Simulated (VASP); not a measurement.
# CdS (Hawleyite) (F-43m) in VASP: further runs

Aim: see how the results for CdS (Hawleyite) move with the level of theory and the settings. Levels: PBE, RPBE+D3(BJ), r2SCAN+rVV10, vdW-DF2. Tasks: G0W0 quasiparticle levels, optical spectrum, Berry-phase polarisation, density of states.

Everything below comes from runs of VASP 6.6.1. Logs are shortened: lines on timing, memory, paths and dates and some standing lists are left out, and cuts for length are marked.

## (1) The crystal as given

It takes space group F-43m (No. 216, cubic). The conventional cell has a = 5.833 Å, b = 5.833 Å, c = 5.833 Å, α = 90.00°, β = 90.00°, γ = 90.00°. Cd (site symmetry -43m) is surrounded by 4 S at 2.53 Å. Around S (site symmetry -43m) lie 4 Cd at 2.53 Å.

## (2) G0W0 quasiparticle levels, PBE

POSCAR reads:

```
CdS
1.0
    0.0000000000      2.9165000000      2.9165000000
    2.9165000000      0.0000000000      2.9165000000
    2.9165000000      2.9165000000      0.0000000000
Cd S
1 1
Direct
    0.0000000000      0.0000000000      0.0000000000
    0.7500000000      0.7500000000      0.7500000000
```

INCAR.step1 reads:

```
SYSTEM = CdS
PREC = Accurate ; ENCUT = 450
EDIFF = 1E-8 ; ISMEAR = 0
SIGMA = 0.01 ; LREAL = .False.
LASPH = .True. ; NELM = 60
ALGO = Normal ; LWAVE = .True.
LCHARG = .False. ; GGA = PE
```

INCAR.step2 reads:

```
SYSTEM = CdS
PREC = Accurate ; ENCUT = 450
EDIFF = 1E-8 ; ISMEAR = 0
SIGMA = 0.01 ; LREAL = .False.
LASPH = .True. ; NELM = 1
ALGO = Exact ; LWAVE = .True.
LCHARG = .False. ; GGA = PE
NBANDS = 306 ; LOPTICS = .True.
ISTART = 1
```

INCAR.step3 reads:

```
SYSTEM = CdS
PREC = Accurate ; ENCUT = 450
EDIFF = 1E-8 ; ISMEAR = 0
SIGMA = 0.01 ; LREAL = .False.
LASPH = .True. ; ALGO = EVGW0
LWAVE = .False. ; LCHARG = .False.
GGA = PE ; NELMGW = 1
NBANDS = 306 ; ENCUTGW = 100
NOMEGA = 48 ; PRECFOCK = Fast
ISTART = 1 ; NBANDSGW = 17
```

KPOINTS reads:

```
regular mesh
0
Gamma
  3 3 3
  0 0 0
```

Potentials or basis: VASP PAW PBE potentials, release 64 (Cd_GW, S_GW).

On the command line:

```
cat potpaw_PBE.64/Cd_GW/POTCAR potpaw_PBE.64/S_GW/POTCAR > POTCAR
cp INCAR.step1 INCAR
mpirun -np 1 vasp_std > vasp.out
cp INCAR.step2 INCAR
mpirun -np 1 vasp_std > vasp.out
cp INCAR.step3 INCAR
mpirun -np 1 vasp_std > vasp.out
```

OUTCAR:

```text
SYSTEM = CdS
   PREC = Accurate
   ENCUT = 450
   EDIFF = 1E-8
   ISMEAR = 0
   LREAL = .False.
   LASPH = .True.
   GGA = PE
   NELMGW = 1
   ENCUTGW = 100
   PRECFOCK = Fast
   ISTART = 1

 Found      4 irreducible k-points:

 Following reciprocal coordinates:
            Coordinates               Weight
  0.000000  0.000000  0.000000      1.000000
  0.333333  0.000000  0.000000      8.000000
  0.333333  0.333333  0.000000      6.000000
 -0.333333  0.333333  0.000000     12.000000
   k-points           NKPTS =      4   k-points in BZ     NKDIM =     27   number of bands    NBANDS=    306
   number of dos      NEDOS =    301   number of ions     NIONS =      2
   total plane-waves  NPLWV =  27000
   dimension x,y,z NGX =    30 NGY =   30 NGZ =   30
   dimension x,y,z NGXF=    60 NGYF=   60 NGZF=   60
   ions per type =               1   1
   NGX,Y,Z   is equivalent  to a cutoff of  12.09, 12.09, 12.09 a.u.
   NGXF,Y,Z  is equivalent  to a cutoff of  24.18, 24.18, 24.18 a.u.
 SYSTEM =  CdS
   PREC   = accura    normal or accurate (medium, high low for compatibility)
   ISTART =      1    job   : 0-new  1-cont  2-samecut
   ICHARG =      0    charge: 1-file 2-atom 10-const
   ISPIN  =      1    spin polarized calculation?
   LNONCOLLINEAR =      F non collinear calculations
   LSORBIT =      F    spin-orbit coupling
   LASPH  =      T    aspherical Exc in radial PAW
   ENCUT  =  450.0 eV  33.07 Ry    5.75 a.u.   7.13  7.13  7.13*2*pi/ulx,y,z
   NELM   =     60;   NELMIN=  2; NELMDL=  0     # of ELM steps
   EDIFF  = 0.1E-07   stopping-criterion for ELM
   LREAL  =      F    real-space projection
   EDIFFG = 0.1E-06   stopping-criterion for IOM
   NSW    =      0    number of steps for IOM
   IBRION =     -1    ionic relax: 0-MD 1-quasi-New 2-CG
   NFREE  =      0    steps in history (QN), initial steepest desc. (CG)
   ISIF   =      0    stress and relaxation
   ISYM   =      3    0-nonsym 1-usesym 2-fastsym
   POTIM  = 0.5000    time-step for ionic-motion
   TEBEG  =    0.0;   TEEND  =   0.0 temperature during run
   PSTRESS=    0.0 pullay stress
   NELECT =      18.0000    total number of electrons
   NUPDOWN=      -1.0000    fix difference up-down
   EMIN   =  10.00;   EMAX   =-10.00  energy-range for DOS
   EFERMI =   0.00;   METHOD = LEGACY
   ISMEAR =     0;   SIGMA  =   0.01  broadening in eV -4-tet -1-fermi 0-gaus
   EFERMI_NEDOS =   21; number of points for ismear=-14 and -15
   IALGO  =     38    algorithm
   IMIX   =      4    mixing-type and parameters
     AMIX     =   0.40;   BMIX     =  1.00
     AMIX_MAG =   1.60;   BMIX_MAG =  1.00
  volume/ion in A,a.u.               =      24.81       167.41
  Fermi-wavevector in a.u.,A,eV,Ry     =   1.167599  2.206442 18.548649  1.363287
  Thomas-Fermi vector in A             =   2.304097
   LORBIT       =      0    0 simple, 1 ext, 2 COOP (PROOUT), +10 PAW based schemes
   GGA     = PE    functional components
   LHFCALC =     T    Hartree Fock is set to
   PRECFOCK=fast      Normal, Fast or Accurate (Low or Medium for compatibility)
   ENCUT4O =  -1.0   cutoff for four orbital integrals eV
   NKREDX  =     1    reduce k-point grid by
   NKREDY  =     1    reduce k-point grid by
   NKREDZ  =     1    reduce k-point grid by
   AEXX    =    1.0000 exact exchange contribution
   HFSCREEN=    0.0000 screening length (either q_TF or 0.3 A-1)
   HFSCREENC=   0.0000 screening length for correlation (either q_TF or 0.3 A-1)
   ENCUTFOCK=  -1.0 apply spherical cutoff to Coloumb kernel
   IVDW    =     0    specifies the selected vdW correction
   LEPSILON=     F    determine dielectric tensor
   LRPA    =     F    only Hartree local field effects (RPA)
   LRPAFORCE           =     F    calculate RPA forces
   ENCUTGW             = 100.0    cutoff for response function in eV
   ENCUTGWSOFT         =  80.0    soft cutoff for Coulomb kernel in GW response function in eV
   ENCUTLF             =  -1.0    cutoff for local field effects
   NELMGW              =     1    number of iterations in solving QP/BSE equation
   NELMHF              =     1    number of iterations in the inner HF iteration
   NKREDLFX            =     1    NKREDLFY  =   1   NKREDLFZ  =   1
 non-spin polarized calculation
 Gauss-broadening in eV      SIGMA  =   0.01
  energy-cutoff  :      450.00
  volume of cell :       49.62
 maximum number of plane-waves:      1089
 NGX is ok and might be reduce to    30
  NGX = 16; NGY = 16; NGZ = 16
   NGX = 15   NGY = 15   NGZ = 15
 maximum number of plane-waves:       116

 QP shifts <psi_nk| G(iteration)W_0 |psi_nk>: iteration 1
 for sc-GW calculations column KS-energies equals QP-energies in previous step
 and V_xc(KS)=  KS-energies - (<T + V_ion + V_H > + <T+V_H+V_ion>^1  + <V_x>^1)

 k-point   1 :       0.0000    0.0000    0.0000
  band No.  KS-energies  QP-energies   sigma(KS)   V_xc(KS)     V^pw_x(r,r')   Z            occupation Imag(sigma)

      1      -9.6269      -9.9623     -13.5238     -12.9919     -20.9027       0.6305       2.0000       1.1617
      2      -5.0684      -6.7928     -17.6725     -15.1709     -22.9360       0.6893       2.0000       0.3708
      3      -5.0684      -6.7928     -17.6725     -15.1709     -22.9360       0.6893       2.0000       0.3708
      4      -5.0684      -6.7928     -17.6725     -15.1709     -22.9360       0.6893       2.0000       0.3708
      5      -4.5976      -6.4410     -18.1307     -15.4962     -23.2435       0.6997       2.0000       0.3248
      6      -4.5976      -6.4410     -18.1307     -15.4962     -23.2435       0.6997       2.0000       0.3248
      7       2.7321       2.1118     -14.6666     -13.8225     -16.9502       0.7349       2.0000       0.1540
      8       2.7321       2.1118     -14.6666     -13.8225     -16.9502       0.7349       2.0000       0.1540
      9       2.7321       2.1118     -14.6666     -13.8225     -16.9502       0.7349       2.0000       0.1540
     10       3.8353       3.8784      -9.7780      -9.8350      -5.6008       0.7561       0.0000      -0.0640
     11       9.2047       9.4427      -9.4717      -9.7897      -4.8439       0.7480       0.0000      -0.0964
     12       9.2047       9.4427      -9.4717      -9.7897      -4.8439       0.7480       0.0000      -0.0964
     13       9.2047       9.4427      -9.4717      -9.7897      -4.8439       0.7480       0.0000      -0.0964
     14      14.0797      14.4532     -10.2137     -10.7264      -4.9380       0.7284       0.0000      -0.2294
     15      14.0797      14.4532     -10.2137     -10.7264      -4.9380       0.7284       0.0000      -0.2294
     16      14.1407      13.9765      -8.1120      -7.8901      -2.3983       0.7400       0.0000      -0.3599
     17      15.9596      15.7351      -7.5156      -7.2158      -2.1079       0.7491       0.0000      -0.4484

 k-point   2 :       0.3333    0.0000    0.0000
  band No.  KS-energies  QP-energies   sigma(KS)   V_xc(KS)     V^pw_x(r,r')   Z            occupation Imag(sigma)

      1      -9.3038      -9.6677     -13.9961     -13.4191     -21.2667       0.6307       2.0000       1.0824
      2      -4.9703      -6.7162     -17.7661     -15.2474     -23.0090       0.6932       2.0000       0.3667
      3      -4.9703      -6.7162     -17.7661     -15.2474     -23.0090       0.6932       2.0000       0.3667
      4      -4.5971      -6.2848     -17.4728     -15.0455     -22.6116       0.6953       2.0000       0.3708
      5      -4.5807      -6.4256     -18.1495     -15.5178     -23.2754       0.7011       2.0000       0.3266
      6      -4.5807      -6.4256     -18.1495     -15.5178     -23.2754       0.7011       2.0000       0.3266
      7      -0.6975      -1.5076     -12.9368     -11.7845     -15.7293       0.7030       2.0000       0.2062
      8       2.1503       1.4862     -14.2458     -13.3371     -16.6002       0.7308       2.0000       0.1558
      9       2.1503       1.4862     -14.2458     -13.3371     -16.6002       0.7308       2.0000       0.1558
     10       5.6651       5.8037      -9.9667     -10.1509      -5.6155       0.7522       0.0000      -0.0745
     11       9.4214       9.5409      -9.7756      -9.9392      -5.0588       0.7306       0.0000      -0.1262
     12       9.7500       9.9733      -9.4706      -9.7714      -4.7759       0.7424       0.0000      -0.1089
     13       9.7500       9.9733      -9.4706      -9.7714      -4.7759       0.7424       0.0000      -0.1089
     14      13.6760      13.4207      -7.4951      -7.1534      -2.2385       0.7469       0.0000      -0.3029
     15      13.7010      13.9544      -9.6676     -10.0127      -4.4381       0.7346       0.0000      -0.2397
     16      13.7010      13.9544      -9.6676     -10.0127      -4.4381       0.7346       0.0000      -0.2397
     17      18.3220      18.6083      -9.9000     -10.2802      -3.6687       0.7531       0.0000      -0.7252

 k-point   3 :       0.3333    0.3333    0.0000
  band No.  KS-energies  QP-energies   sigma(KS)   V_xc(KS)     V^pw_x(r,r')   Z            occupation Imag(sigma)

      1      -9.2013      -9.5809     -14.1589     -13.5609     -21.3927       0.6348       2.0000       1.0578
      2      -4.8462      -6.5819     -17.4136     -14.9175     -22.5267       0.6954       2.0000       0.3581
      3      -4.8208      -6.5906     -17.9539     -15.4114     -23.1891       0.6961       2.0000       0.3633
      4      -4.8208      -6.5906     -17.9539     -15.4114     -23.1891       0.6961       2.0000       0.3633
      5      -4.5327      -6.3863     -18.2043     -15.5674     -23.3312       0.7029       2.0000       0.3242
      6      -4.4825      -6.2147     -17.6953     -15.2174     -22.8132       0.6990       2.0000       0.3506
      7      -0.3891      -1.1943     -13.5026     -12.3649     -16.2042       0.7078       2.0000       0.2017
      8       1.2609       0.5400     -13.5709     -12.5721     -16.0602       0.7218       2.0000       0.1593
      9       1.2609       0.5400     -13.5709     -12.5721     -16.0602       0.7218       2.0000       0.1593
     10       6.5422       6.5140      -8.9034      -8.8661      -4.7725       0.7543       0.0000      -0.0858
     11       7.1465       7.3699     -10.3201     -10.6199      -5.8313       0.7453       0.0000      -0.0783
     12      11.0721      11.0921      -9.0384      -9.0655      -4.2494       0.7398       0.0000      -0.1639
     13      11.7910      12.0711     -10.0609     -10.4477      -4.8068       0.7241       0.0000      -0.1865
     14      11.7910      12.0711     -10.0609     -10.4477      -4.8068       0.7241       0.0000      -0.1865
     15      14.5519      14.9707     -10.1431     -10.7198      -4.6778       0.7262       0.0000      -0.2531
     16      18.0285      17.9757      -8.2346      -8.1650      -2.5435       0.7583       0.0000      -0.5734
     17      18.1520      18.5214     -10.5075     -11.0075      -4.2656       0.7388       0.0000      -0.6849

 k-point   4 :      -0.3333    0.3333    0.0000
  band No.  KS-energies  QP-energies   sigma(KS)   V_xc(KS)     V^pw_x(r,r')   Z            occupation Imag(sigma)

      1      -9.0987      -9.4973     -14.3521     -13.7258     -21.5520       0.6364       2.0000       1.0322
      2      -4.8899      -6.6541     -17.7394     -15.2036     -22.9342       0.6957       2.0000       0.3619
      3      -4.8169      -6.5861     -17.9569     -15.4167     -23.1912       0.6965       2.0000       0.3620
      4      -4.6468      -6.4829     -18.0423     -15.4189     -23.1757       0.6999       2.0000       0.3337
      5      -4.5750      -6.4229     -18.1403     -15.5085     -23.2673       0.7021       2.0000       0.3265
      6      -4.0334      -5.7140     -18.0000     -15.5957     -23.1416       0.6990       2.0000       0.3504
      7      -1.2094      -1.9780     -12.6783     -11.5762     -15.5264       0.6974       2.0000       0.2309
      8       0.1577      -0.6434     -12.7084     -11.5846     -15.3180       0.7128       2.0000       0.1734
      9       1.4329       0.7246     -13.7243     -12.7438     -16.1876       0.7223       2.0000       0.1582
     10       7.1243       7.2604      -9.7229      -9.9047      -5.3100       0.7483       0.0000      -0.0827
     11       8.4693       8.6733     -10.2814     -10.5596      -5.6875       0.7330       0.0000      -0.1035
     12      10.6624      10.7428      -9.5536      -9.6630      -4.8009       0.7351       0.0000      -0.1500
     13      11.1355      11.3944      -9.7079     -10.0604      -4.6638       0.7342       0.0000      -0.1546
     14      12.5455      12.6609      -9.0704      -9.2273      -3.7826       0.7355       0.0000      -0.2393
     15      13.9670      14.2534      -9.9417     -10.3333      -4.6374       0.7314       0.0000      -0.2569
     16      17.1131      17.3683      -9.8153     -10.1620      -3.8311       0.7363       0.0000      -0.5251
     17      17.7266      18.1113     -10.5032     -11.0242      -4.1776       0.7382       0.0000      -0.6876
```

It took 76 s on 1 thread of Intel Xeon 6975P-C (Granite Rapids), shared host; peak memory 0.35 GiB.

These settings aren't checked as converged: the numbers below hold their error.

What came out:

| Quantity | Value |
| --- | --- |
| Band gap on the k mesh, mean-field level | 1.10 eV, direct |
| Quasiparticle gap | 1.77 eV |
| Least direct quasiparticle gap | 1.77 eV |

Caveat: the k mesh is coarse (spacing up to 0.62 Å⁻¹), so the values aren't converged; bands, screening cutoff and mesh are small and nothing is extrapolated, so the quasiparticle values aren't converged.

[end of part 1 of 3]
